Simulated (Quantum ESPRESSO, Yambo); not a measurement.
# GaN (F-43m): G0W0 with Yambo, start to end, part 2 of 3

How does a plane-wave GW calculation on GaN (F-43m) run from the first input to the gap?

Quantum ESPRESSO 7.5 and Yambo 5.3.0; PBE and many-body steps on it, plane waves. Known limits of the many-body steps: not at the basis limit; exchange with frozen shells missing; no spin-orbit coupling; coarse k mesh.

So far. Step 2 (Ground state): The gap is direct, at Γ. Step 3 (Bands along the symmetry lines): The gap is 1.759 eV, as in the run before at this level.

## (4) Empty states on the mesh, 4×4×4 mesh, 60 bands

Level of this step: DFT, PBE, plane waves, norm-conserving pseudopotentials (Quantum ESPRESSO).

The sums over transitions need many empty states on a uniform mesh; this step solves for them.

pw.in

```
&control
  calculation = 'nscf'
  prefix = 'x'
  outdir = 'o'
  pseudo_dir = 'pseudo'
/
&system
  ibrav = 0
  nat = 2
  ntyp = 2
  ecutwfc = 72.0
  nbnd = 60
  force_symmorphic = .true.
/
&electrons
  conv_thr = 1e-9
  electron_maxstep = 80
  diago_full_acc = .true.
  diago_thr_init = 5e-6
/
ATOMIC_SPECIES
  Ga 69.723 Ga.upf
  N 14.007 N.upf
CELL_PARAMETERS angstrom
  0.0000000000 2.2535006075 2.2535006075
  2.2535006075 0.0000000000 2.2535006075
  2.2535006075 2.2535006075 0.0000000000
ATOMIC_POSITIONS crystal
  Ga 0.0000000000 0.0000000000 0.0000000000
  N 0.7500000000 0.7500000000 0.7500000000
K_POINTS automatic
  4 4 4 0 0 0
```

On the command line:

```console
$ OMP_NUM_THREADS=1 mpirun -n 4 pw.x -nk 4 -in pw.in > pw.out
```

The program printed:

```text
[banner, memory and clock lines left out]
Program PWSCF v.7.5 starts

     Atomic positions and unit cell read from directory:
     o/x.save/

     Message from routine setup:
     using ibrav=0 with symmetry is DISCOURAGED, use correct ibrav instead

     G-vector sticks info

     bravais-lattice index     =            0
     lattice parameter (alat)  =       6.0224  a.u.
     unit-cell volume          =     154.4542 (a.u.)^3
     number of atoms/cell      =            2
     number of atomic types    =            2
     number of electrons       =        18.00
     number of Kohn-Sham states=           60
     kinetic-energy cutoff     =      72.0000  Ry
     charge density cutoff     =     288.0000  Ry
     Exchange-correlation= PBE
                           (   1   4   3   4   0   0   0)

     celldm(1)=   6.022427  celldm(2)=   0.000000  celldm(3)=   0.000000
     celldm(4)=   0.000000  celldm(5)=   0.000000  celldm(6)=   0.000000

     crystal axes: (cart. coord. in units of alat)
               a(1) = (   0.000000   0.707107   0.707107 )
               a(2) = (   0.707107   0.000000   0.707107 )
               a(3) = (   0.707107   0.707107   0.000000 )

     reciprocal axes: (cart. coord. in units 2 pi/alat)
               b(1) = ( -0.707107  0.707107  0.707107 )
               b(2) = (  0.707107 -0.707107  0.707107 )
               b(3) = (  0.707107  0.707107 -0.707107 )
     Pseudo is Norm-conserving + core correction, Zval = 13.0
     Generated using ONCVPSP code by D. R. Hamann
     Using radial grid of 1902 points,  6 beta functions with:
     Pseudo is Norm-conserving + core correction, Zval =  5.0
     Generated using ONCVPSP code by D. R. Hamann
     Using radial grid of 1058 points,  4 beta functions with:
     Ga               13.00    69.72300     Ga( 1.00)
     N                 5.00    14.00700     N ( 1.00)

     24 Sym. Ops. (no inversion) found

   Cartesian axes

     site n.     atom                  positions (alat units)
         1        Ga     tau(   1) = (   0.0000000   0.0000000   0.0000000  )
         2        N      tau(   2) = (   1.0606602   1.0606602   1.0606602  )

     number of k points=     8
                       cart. coord. in units 2pi/alat
        k(    1) = (   0.0000000   0.0000000   0.0000000), wk =   0.0312500
        k(    2) = (   0.1767767   0.1767767  -0.1767767), wk =   0.2500000
        k(    3) = (  -0.3535534  -0.3535534   0.3535534), wk =   0.1250000
[...]
k(    7) = (  -0.7071068   0.0000000   0.0000000), wk =   0.0937500
        k(    8) = (  -0.7071068   0.3535534   0.0000000), wk =   0.1875000

     Dense  grid:    12675 G-vectors     FFT dimensions: (  36,  36,  36)

     The potential is recalculated from file :
     o/x.save/charge-density

     Starting wfcs are   13 randomized atomic wfcs +   47 random wfcs

     Band Structure Calculation

     End of band structure calculation

          k = 0.0000 0.0000 0.0000 (  1639 PWs)   bands (ev):

    -5.3154  -2.9761  -2.9761  -2.9761  -2.6700  -2.6700  10.5902  10.5902
    10.5902  12.3489  20.9463  20.9463  20.9463  28.2045  29.4307  29.4307
    29.4307  30.3860  30.3860  33.3043  43.3922  43.3922  43.3922  56.4608
[...]
88.1184  88.1343  88.1343  88.1343

          k = 0.1768 0.1768-0.1768 (  1588 PWs)   bands (ev):

[...]
92.2998  96.4155  97.5420  97.5420

          k =-0.3536-0.3536 0.3536 (  1568 PWs)   bands (ev):

[...]
75.2373  75.2373  76.5237  78.4902  78.4902  84.1490  86.1808  86.1808
    89.0828  89.0828  91.0178  92.9901  92.9901  93.4587  93.4587  93.4981
    97.8466 101.5041 101.5042 102.0781

          k = 0.3536 0.0000 0.0000 (  1612 PWs)   bands (ev):

     [... further k-points ...]

     highest occupied, lowest unoccupied level (ev):    10.5902   12.3489

     XML data file, pseudopotentials, collected wavefunctions
```

Wall time 2.4 s (4 MPI ranks of Arm Neoverse V1, shared host); peak memory 0.21 GiB; 9.1 s of CPU time.

This step gave:

```yaml
gap: 1.759 eV
k_of_the_valence_top: 0, 0, 0
k_of_the_conduction_bottom: 0, 0, 0
least_direct_gap: 1.759 eV
k_points_computed: 8
lowest_point_of_the_top_converged_band_above_the_valence_top: 77.5441 eV
```

On this mesh the gap is 1.759 eV.

## (5) Conversion and set-up

This step: Yambo 5.3.0; conversion and set-up on PBE, plane waves, norm-conserving pseudopotentials.

The states are converted to the many-body program's format and the q mesh is built.

On the command line:

```console
$ (cd o/x.save; p2y > p2y.log; mv SAVE ../..); yambo > setup.log
```

The program printed:

```text
 Yambo, version 5.3.0

 [02] CORE Variables Setup
 =========================

  [02.01] Unit cells
  ==================

  Cell kind             :  FCC
  Atoms in the cell     :  Ga  N
  number of Ga atoms    :  1
  number of N  atoms    :  1

  List of atomic masses
  Mass of Ga    :  69.72300
  Mass of N     :  14.00700

  List of atomic coordinates    : [cc]
  Ga1       :  0.000000  0.000000  0.000000  order 1
  N1       :  6.387748  6.387748  6.387748  order 2

  Alat factors          :  4.258499  4.258499  4.258499 [a.u.]
  Direct lattice volume :  154.4542 [a.u.]
  Direct lattice vectors:  A[ 1 ]  A[ 2 ]  A[ 3 ]
   A[ 1 ]:  0.000000  1.000000  1.000000  [iru]
   0.000000  4.258499  4.258499  [cc]
   A[ 2 ]:  1.000000  0.000000  1.000000  [iru]
   4.258499  0.000000  4.258499  [cc]
   A[ 3 ]:  1.000000  1.000000  0.000000  [iru]
   4.258499  4.258499  0.000000  [cc]

  Recip. lattice volume :  1.605979 [a.u.]
  Recip. lattice vectors:  B[ 1 ]  B[ 2 ]  B[ 3 ]
   B[ 1 ]: -0.500000  0.500000  0.500000  [iku]
  -0.737723  0.737723  0.737723  [cc]
   B[ 2 ]:  0.500000 -0.500000  0.500000  [iku]
   0.737723 -0.737723  0.737723  [cc]
   B[ 3 ]:  0.500000  0.500000 -0.500000  [iku]
   0.737723  0.737723 -0.737723  [cc]

  [02.02] Symmetries
  ==================

  Inversion symmetry    : yes
  Spatial inversion     : no
  Inversion index       :  25
  K-space Time-reversal : yes
  Magnetic symmetries   : no
  Time-reversal derived K-space symmetries:   25   48
  Group table correct   : yes
  Symmetries units      :  [cc]

   [S  1]:   1.0000     -0.12224E-17 -0.12224E-17 -0.12224E-17   1.0000      0.12224E-17  0.12224E-17  0.12224E-17   1.0000
   [S  2]:  -1.0000      0.12224E-17 -0.12224E-17  0.12224E-17  -1.0000      0.12224E-17 -0.12224E-17 -0.12224E-17   1.0000
   [S  3]:  -1.0000     -0.12224E-17  0.12224E-17  0.12224E-17   1.0000     -0.12224E-17 -0.12224E-17  0.12224E-17  -1.0000
[...]
[S  9]: -0.12224E-17   1.0000     -0.12224E-17  0.12224E-17 -0.12224E-17   1.0000       1.0000      0.12224E-17  0.12224E-17
   [S 10]: -0.12224E-17  -1.0000      0.12224E-17  0.12224E-17  0.12224E-17  -1.0000       1.0000     -0.12224E-17 -0.12224E-17
     [... 36 further rows ...]
   [S*47]:   1.0000     -0.12224E-17  0.12224E-17 -0.12224E-17  0.12224E-17  -1.0000      0.12224E-17   1.0000     -0.12224E-17
   [S*48]:   1.0000      0.12224E-17 -0.12224E-17 -0.12224E-17 -0.12224E-17   1.0000      0.12224E-17  -1.0000      0.12224E-17

  [02.03] Reciprocal space
  ========================

  nG shells         :  178
  nG charge         :  12675
  nG WFs            :  2055
  nC WFs            :  1639
  G-vecs. in first 17 shells:  [ Number ]
     1    9   15   27   51   59   65   89  113
    137   169   181   229   259   283   307   331
  ...
  Shell energy in first 17 shells:  [ mHa ]
[...]
Grid dimensions      :   4   4   4
  K lattice UC volume  :  0.025093 [a.u.]

  IBZ K-points                                      :   8
  BZ  K-points                                      :   64

  K/Q-points units:
  rlu = crystal or reduced units; cc = cartesian coordinates; iku = interal k-units

  K [1]          [rlu]:  0.000000  0.000000  0.000000
         WF components:  1639
  K [2]          [rlu]:  0.10757E-16  0.10757E-16  0.25000
         WF components:  1588
  K [3]          [rlu]: -0.21514E-16 -0.21514E-16 -0.50000
         WF components:  1568
  K [4]          [rlu]: -0.42797E-17  0.25000      0.25000
         WF components:  1612
  K [5]          [rlu]: -0.45157E-17  0.25000     -0.50000
         WF components:  1600
  [... 2 further k-points ...]
  K [8]          [rlu]:  0.250000 -0.500000 -0.250000
         WF components:  1604

  [02.05] Energies & Occupations
  ==============================

  [X] === General ===
  [X] Electronic Temperature                        :  0.000000  0.000000 [eV K]
  [X] Bosonic    Temperature                        :  0.000000  0.000000 [eV K]
  [X] Finite Temperature mode                       : no
  [X] El. density                                   :  0.78645E+24 [cm-3]
  [X] Fermi Level                                   :  10.59023 [eV]

  [X] === Gaps and Widths ===
  [X] Conduction Band Min                           :  1.758709 [eV]
  [X] Valence Band Max                              :  0.000000 [eV]
  [X] Filled Bands                                  :   9
  [X] Empty Bands                                   :   10   60
  [X] Direct Gap                                    :  1.758709 [eV]
  [X] Direct Gap localized at k                     :  1
  [X] Indirect Gap                                  :  1.758709 [eV]
  [X] Indirect Gap between kpts                     :  1  1
  [X] Last valence band width                       :  3.621911 [eV]
  [X] 1st conduction band width                     :  4.728065 [eV]

  E @ K [1]:  [eV]
   -15.9056     -13.5663     -13.5663     -13.5663     -13.2602     -13.2602    -0.126077E-7 -0.756754E-8
[...]
occ @ K [1]
[...]
E @ K [2]:  [eV]
[...]
occ @ K [2]
[...]
E @ K [3]:  [eV]
[...]
occ @ K [3]
[...]
E @ K [4]:  [eV]
[...]
occ @ K [4]
[...]
E @ K [5]:  [eV]
[...]
occ @ K [5]
[...]
[... 2 further k-points ...]
  E @ K [8]:  [eV]
[...]
occ @ K [8]
[...]
2.000000  0.000000  0.000000  0.000000  0.000000  0.000000  0.000000  0.000000
   0.000000  0.000000  0.000000  0.000000  0.000000  0.000000  0.000000  0.000000

 [03] Transferred momenta grid and indexing
 ==========================================

 IBZ Q-points                                      :   8
 BZ  Q-points                                      :   64

 K/Q-points units:
 rlu = crystal or reduced units; cc = cartesian coordinates; iku = interal k-units

 Q [1]          [rlu]:  0.000000  0.000000  0.000000
 Q [2]          [rlu]:  0.10757E-16  0.10757E-16  0.25000
 Q [3]          [rlu]: -0.21514E-16 -0.21514E-16 -0.50000
[...]
Q [7]          [rlu]:  0.46183E-16 -0.50000     -0.50000
 Q [8]          [rlu]:  0.250000 -0.500000 -0.250000

  [03.01] X indexes
  =================

   [03.01.01] Sigma indexes
   ========================

 [06] Game Over & Game summary
```

The job ended after 2.1 s (1 MPI rank; peak memory 0.23 GiB).

(Part 2 of 3 ends here.)

[Paths, hosts, dates, memory and timing lines, banners, echoed tables and standing remarks are left out of the program output.]

[Logs are printed without paths, hosts, clocks, repeated set-up lines and the standing remarks that a program may print on its own settings, such as how far it seeks lower states.]

[Runs of the session that timed out or met a known fault of the program may be left out.]

[Hosts, paths, dates, database ids (printed as entryN), source tags and the programs' standing remarks are cut or masked in the printed files.]
